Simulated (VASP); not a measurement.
# Pd (Im-3m) in VASP: further runs

The runs below take Pd through relaxation of cell and atoms, with r2SCAN, r2SCAN+rVV10.

All numbers are computed with VASP 6.6.1; they aren't measurements. Logs are shortened: lines on timing, memory, paths and dates and some standing lists are left out, and cuts for length are marked.

## Step 1: The crystal as given

The structure is cubic, space group Im-3m (No. 229). Conventional cell: a = 3.086 Å, b = 3.086 Å, c = 3.086 Å, α = 90.00°, β = 90.00°, γ = 90.00°. Pd (site symmetry m-3m) has 8 Pd at 2.67 Å as nearest neighbours.

This isn't the form of Pd at room conditions, which is fcc.

## Step 2: Relaxation of cell and atoms, r2SCAN

The input, INCAR:

```
PREC     = Accurate       # precision mode
ENCUT    = 600            # plane-wave cutoff, eV
EDIFF    = 1E-7           # SCF threshold, eV
ISMEAR   = 0              # smearing method
SIGMA    = 0.1            # smearing width, eV
LREAL    = False          # projectors in reciprocal space
LASPH    = True           # aspherical terms in the spheres
NELM     = 80             # most SCF steps
ALGO     = Normal         # electronic algorithm
ISIF     = 3              # what is computed and relaxed
LWAVE    = False          # write WAVECAR
LCHARG   = False          # write CHGCAR
METAGGA  = R2SCAN         # meta-GGA
LMIXTAU  = True         
IBRION   = 2              # ionic algorithm
NSW      = 90             # ionic steps
EDIFFG   = -0.005         # ionic threshold
```

The input, KPOINTS:

```
Automatic mesh
0
Gamma
  18 18 18
```

The input, POSCAR:

```
Pd
1.0
   -1.5431889800      1.5431889800      1.5431889800
    1.5431889800     -1.5431889800      1.5431889800
    1.5431889800      1.5431889800     -1.5431889800
Pd
1
Direct
    0.0000000000      0.0000000000      0.0000000000
```

Potentials or basis: VASP PAW PBE potentials, release 64 (Pd).

Run with:

```bash
$ cat potpaw_PBE.64/Pd/POTCAR > POTCAR
$ mpirun -np 1 vasp_std > vasp.out
```

OUTCAR:

```text
PREC = Accurate
   ENCUT = 600
   EDIFF = 1E-7
   ISMEAR = 0
   LREAL = False
   LASPH = True
   NELM = 80
   ISIF = 3
   METAGGA = R2SCAN
   IBRION = 2
   NSW = 90
   EDIFFG = -0.005

 ion  position               nearest neighbor table
   1  0.000  0.000  0.000-

  LATTYP: Found a body centered cubic cell.
 ALAT       =     3.0863779600

  Lattice vectors:

 A1 = (  -1.5431889800,   1.5431889800,   1.5431889800)
 A2 = (   1.5431889800,  -1.5431889800,   1.5431889800)
 A3 = (   1.5431889800,   1.5431889800,  -1.5431889800)

Analysis of symmetry for initial positions (statically):
=====================================================================
 Subroutine PRICEL returns:
 Original cell was already a primitive cell.

 Routine SETGRP: Setting up the symmetry group for a
 body centered cubic supercell.

 Subroutine GETGRP returns: Found 48 space group operations
 (whereof 48 operations were pure point group operations)
 out of a pool of 48 trial point group operations.

The static configuration has the point symmetry O_h .

Analysis of symmetry for dynamics (positions and initial velocities):
=====================================================================
 Subroutine PRICEL returns:
 Original cell was already a primitive cell.

 Routine SETGRP: Setting up the symmetry group for a
 body centered cubic supercell.

 Subroutine GETGRP returns: Found 48 space group operations
 (whereof 48 operations were pure point group operations)
 out of a pool of 48 trial point group operations.

The dynamic configuration has the point symmetry O_h .

 Subroutine INISYM returns: Found 48 space group operations
 (whereof 48 operations are pure point group operations),
 and found     1 'primitive' translations

----------------------------------------------------------------------------------------

                                     Primitive cell

  volume of cell :      14.7000

  direct lattice vectors                    reciprocal lattice vectors
    -1.543188980  1.543188980  1.543188980     0.000000000  0.324004387  0.324004387
     1.543188980 -1.543188980  1.543188980     0.324004387  0.000000000  0.324004387
     1.543188980  1.543188980 -1.543188980     0.324004387  0.324004387  0.000000000

  length of vectors
     2.672881719  2.672881719  2.672881719     0.458211399  0.458211399  0.458211399

  position of ions in fractional coordinates (direct lattice)
[... 96 lines left out ...]
     AMIX     =   0.40;   BMIX     =  1.00
     AMIX_MAG =   1.60;   BMIX_MAG =  1.00
  volume/ion in A,a.u.               =      14.70        99.20
  Fermi-wavevector in a.u.,A,eV,Ry     =   1.439801  2.720829 28.205233  2.073026
  Thomas-Fermi vector in A             =   2.558616
   LORBIT       =      0    0 simple, 1 ext, 2 COOP (PROOUT), +10 PAW based schemes
   METAGGA = R2SCAN    functional components
   LHFCALC =     F    Hartree Fock is set to
   AEXX    =    0.0000 exact exchange contribution
   IVDW    =     0    specifies the selected vdW correction
   LEPSILON=     F    determine dielectric tensor
   LRPA    =     F    only Hartree local field effects (RPA)
 conjugate gradient relaxation of ions
 non-spin polarized calculation
 Gauss-broadening in eV      SIGMA  =   0.10
  energy-cutoff  :      600.00
  volume of cell :       14.70
 maximum number of plane-waves:       500
 NGX is ok and might be reduce to    24

--------------------------------------- Ionic step        1  -------------------------------------------

 number of electron      10.0000000 magnetization

 number of electron       9.9999998 magnetization

 Free energy of the ion-electron system (eV)
  ---------------------------------------------------
  ext. energy  EPLUGINS =         0.00000000
  ---------------------------------------------------
  free energy    TOTEN  =       -22.90461264 eV

  energy without entropy =      -22.89869173  energy(sigma->0) =      -22.90165218

------------------------ aborting loop because EDIFF is reached ----------------------------------------

  FORCE on cell =-STRESS in cart. coord.  units (eV):
  Direction    XX          YY          ZZ          XY          YZ          ZX
  --------------------------------------------------------------------------------------
  -------------------------------------------------------------------------------------
  Total        0.4551503      0.4551503      0.4551503      0.0000000     -0.0000000      0.0000000
  in kB       49.6075853     49.6075853     49.6075853      0.0000000     -0.0000000      0.0000000
  external PRESSURE =      49.6075853 kB  Pullay stress =       0.0000000 kB
[... 57 lines left out ...]
--------------------------------------- Ionic step        3  -------------------------------------------

 number of electron      10.0000001 magnetization

 Free energy of the ion-electron system (eV)
  ---------------------------------------------------
  ext. energy  EPLUGINS =         0.00000000
  ---------------------------------------------------
  free energy    TOTEN  =       -22.91022160 eV

  energy without entropy =      -22.90398230  energy(sigma->0) =      -22.90710195

 E-fermi :   9.2610     XC(G=0): -13.9529

 val. band max:        9.2467086136   @ k =  -0.4444  -0.4444   0.3333
 cond. band min:       9.2663961020   @ k =   0.5000   0.5000   0.4444
 fundamental gap:      0.0196874883
 Fermi energy:         9.2609769997

 k-point     1 :       0.0000    0.0000    0.0000
  band No.  band energies     occupation
      1       2.2512      2.00000
      2       6.2994      2.00000
      3       6.2994      2.00000
      4       6.2994      2.00000
      5       8.2381      2.00000
      6       8.2381      2.00000
      7      29.5594      0.00000
      8      29.5594      0.00000
      9      29.5594      0.00000
[... 265 lines left out ...]
 k-point    24 :       0.3889    0.1111    0.0000
  band No.  band energies     occupation
      1       4.2705      2.00000
      2       5.2213      2.00000
      3       7.8466      2.00000
      4       8.1558      2.00000
      5       9.0098      1.99962
      6      11.9241      0.00000
      7      18.2153      0.00000
      8      24.6261      0.00000
      9      27.0926      0.00000

 [... further k-points ...]

------------------------ aborting loop because EDIFF is reached ----------------------------------------

  FORCE on cell =-STRESS in cart. coord.  units (eV):
  Direction    XX          YY          ZZ          XY          YZ          ZX
  --------------------------------------------------------------------------------------
  -------------------------------------------------------------------------------------
  Total       -0.0002570     -0.0002570     -0.0002570      0.0000000      0.0000000      0.0000000
  in kB       -0.0273011     -0.0273011     -0.0273011      0.0000000      0.0000000      0.0000000
  external PRESSURE =      -0.0273011 kB  Pullay stress =       0.0000000 kB
[... 16 lines left out ...]
  FREE ENERGIE OF THE ION-ELECTRON SYSTEM (eV)
  ---------------------------------------------------
  free  energy   TOTEN  =       -22.9102216028 eV

  energy  without entropy=      -22.9039823045  energy(sigma->0) =      -22.90710195

 reached required accuracy - stopping structural energy minimisation
```

Run time: 2.5 min. Hardware: 1 thread of Intel Xeon Platinum 8488C (Sapphire Rapids), shared host; peak memory 0.18 GiB.

What came out:

* Free energy: -22.9102 eV
* Relaxed volume: 15.08 Å³/atom
* Relaxed cell: a = 2.696 Å, b = 2.696 Å, c = 2.696 Å, α = 109.47°, β = 109.47°, γ = 109.47°
* Space group after relaxing (to 0.05 Å): Im-3m (No. 229)
* Energy gained by relaxing: 5.6 meV/atom
* Ionic steps: 3
* Pressure after relaxing: 0.0 GPa
* Band gap on the k mesh: none (metal or under the smearing width)

Step by step:
```tsv
step	energy change (eV)	largest force (eV/Å)	pressure (GPa)	volume (Å³)
1	0.0000	0.0000	4.96	14.70
2	0.0074	0.0000	-6.46	15.69
3	-0.0056	0.0000	0.00	15.08
```

Final structure:
```
Pd
1.0
    -1.55635    1.55635    1.55635
     1.55635   -1.55635    1.55635
     1.55635    1.55635   -1.55635
Pd
1
Direct
  0.00000 0.00000 0.00000
```

Caveat: the PAW data sets were made with another functional, which shifts forces and pressure a little.

## Step 3: Relaxation of cell and atoms, r2SCAN+rVV10

INCAR, as its differences from that of step 2:

```diff
@@ -14,2 +14,6 @@
 LMIXTAU  = True         
+LUSE_VDW = True         
+IVDW_NL  = 2            
+BPARAM   = 11.95        
+CPARAM   = 0.0093       
 IBRION   = 2              # ionic algorithm
```

KPOINTS is that of step 2.

POSCAR is that of step 2.

Potentials or basis: VASP PAW PBE potentials, release 64 (Pd).

Run with:

```bash
$ cat potpaw_PBE.64/Pd/POTCAR > POTCAR
$ mpirun -np 1 vasp_std > vasp.out
```

OUTCAR:

```text
PREC = Accurate
   ENCUT = 600
   EDIFF = 1E-7
   ISMEAR = 0
   LREAL = False
   LASPH = True
   NELM = 80
   ISIF = 3
   METAGGA = R2SCAN
   IVDW_NL = 2
   BPARAM = 11.95
   IBRION = 2
   NSW = 90
   EDIFFG = -0.005

 ion  position               nearest neighbor table
   1  0.000  0.000  0.000-

  LATTYP: Found a body centered cubic cell.
 ALAT       =     3.0863779600

  Lattice vectors:

 A1 = (  -1.5431889800,   1.5431889800,   1.5431889800)
 A2 = (   1.5431889800,  -1.5431889800,   1.5431889800)
 A3 = (   1.5431889800,   1.5431889800,  -1.5431889800)

Analysis of symmetry for initial positions (statically):
=====================================================================
 Subroutine PRICEL returns:
 Original cell was already a primitive cell.

 Routine SETGRP: Setting up the symmetry group for a
 body centered cubic supercell.

 Subroutine GETGRP returns: Found 48 space group operations
 (whereof 48 operations were pure point group operations)
 out of a pool of 48 trial point group operations.

The static configuration has the point symmetry O_h .

Analysis of symmetry for dynamics (positions and initial velocities):
=====================================================================
[... 231 lines left out ...]
--------------------------------------- Ionic step        3  -------------------------------------------

 number of electron      10.0000000 magnetization

 Free energy of the ion-electron system (eV)
  ---------------------------------------------------
  ext. energy  EPLUGINS =         0.00000000
  ---------------------------------------------------
  free energy    TOTEN  =       -22.63793327 eV

  energy without entropy =      -22.63191199  energy(sigma->0) =      -22.63492263

 E-fermi :   9.4453     XC(G=0): -14.0792

 val. band max:        9.4315886210   @ k =  -0.4444  -0.4444   0.3333
 cond. band min:       9.4521999830   @ k =   0.5000   0.5000   0.4444
 fundamental gap:      0.0206113620
 Fermi energy:         9.4452932521

 k-point     1 :       0.0000    0.0000    0.0000
  band No.  band energies     occupation
      1       2.3085      2.00000
      2       6.4254      2.00000
      3       6.4254      2.00000
      4       6.4254      2.00000
      5       8.4025      2.00000
      6       8.4025      2.00000
      7      29.7470      0.00000
      8      29.7470      0.00000
      9      29.7470      0.00000
[... 265 lines left out ...]
 k-point    24 :       0.3889    0.1111    0.0000
  band No.  band energies     occupation
      1       4.3500      2.00000
      2       5.3226      2.00000
      3       7.9936      2.00000
      4       8.3189      2.00000
      5       9.1848      1.99977
      6      12.1018      0.00000
      7      18.4842      0.00000
      8      24.8515      0.00000
      9      27.3677      0.00000

 [... further k-points ...]

------------------------ aborting loop because EDIFF is reached ----------------------------------------

  FORCE on cell =-STRESS in cart. coord.  units (eV):
  Direction    XX          YY          ZZ          XY          YZ          ZX
  --------------------------------------------------------------------------------------
  -------------------------------------------------------------------------------------
  Total        0.0033042      0.0033042      0.0033042      0.0000000     -0.0000000      0.0000000
  in kB        0.3553004      0.3553004      0.3553004      0.0000000     -0.0000000      0.0000000
  external PRESSURE =       0.3553004 kB  Pullay stress =       0.0000000 kB
[... 16 lines left out ...]
  FREE ENERGIE OF THE ION-ELECTRON SYSTEM (eV)
  ---------------------------------------------------
  free  energy   TOTEN  =       -22.6379332676 eV

  energy  without entropy=      -22.6319119882  energy(sigma->0) =      -22.63492263

 reached required accuracy - stopping structural energy minimisation
```

CONTCAR:

```text
Pd
   1.00000000000000
    -1.5501518902838975    1.5501518902838975    1.5501518902838975
     1.5501518902838975   -1.5501518902838975    1.5501518902838975
     1.5501518902838975    1.5501518902838975   -1.5501518902838975
  Pd
     1
Direct
     0.0000000000000000    0.0000000000000000    0.0000000000000000

  0.00000000E+00  0.00000000E+00  0.00000000E+00
```

It took 3.1 min on 1 thread of Intel Xeon Platinum 8488C (Sapphire Rapids), shared host; peak memory 0.25 GiB.

What came out:

```
Free energy                            : -22.6379 eV
Relaxed volume                         : 14.90 Å³/atom
Relaxed cell                           : a = 2.685 Å, b = 2.685 Å, c = 2.685 Å, α = 109.47°, β = 109.47°, γ = 109.47°
Space group after relaxing (to 0.05 Å) : Im-3m (No. 229)
Energy gained by relaxing              : 1.6 meV/atom
Ionic steps                            : 3
Pressure after relaxing                : 0.0 GPa
Band gap on the k mesh                 : none (metal or under the smearing width)
```

Step by step:
| step | energy change (eV) | largest force (eV/Å) | pressure (GPa) | volume (Å³) |
| --- | --- | --- | --- | --- |
| 1 | 0.0000 | 0.0000 | 2.72 | 14.70 |
| 2 | 0.0027 | 0.0000 | -4.03 | 15.24 |
| 3 | -0.0016 | 0.0000 | 0.04 | 14.90 |

Final structure:
```
CELL_PARAMETERS angstrom
-1.55015 1.55015 1.55015
1.55015 -1.55015 1.55015
1.55015 1.55015 -1.55015
ATOMIC_POSITIONS crystal
Pd 0.00000 0.00000 0.00000
```

Levels at points of the mesh, in eV from the Fermi level:
| k point | band 3 | band 4 | band 5 | band 6 | band 7 | band 8 |
| --- | --- | --- | --- | --- | --- | --- |
| (0.00, 0.00, 0.00) | -3.02 | -3.02 | -1.04 | -1.04 | 20.30 | 20.30 |
| (0.50, 0.00, 0.00) | -1.10 | -0.80 | 0.61 | 1.65 | 8.27 | 15.89 |
| (0.50, 0.50, 0.50) | 0.22 | 0.22 | 0.22 | 9.74 | 9.74 | 9.74 |

Caveat: the PAW data sets were made with another functional, which shifts forces and pressure a little.
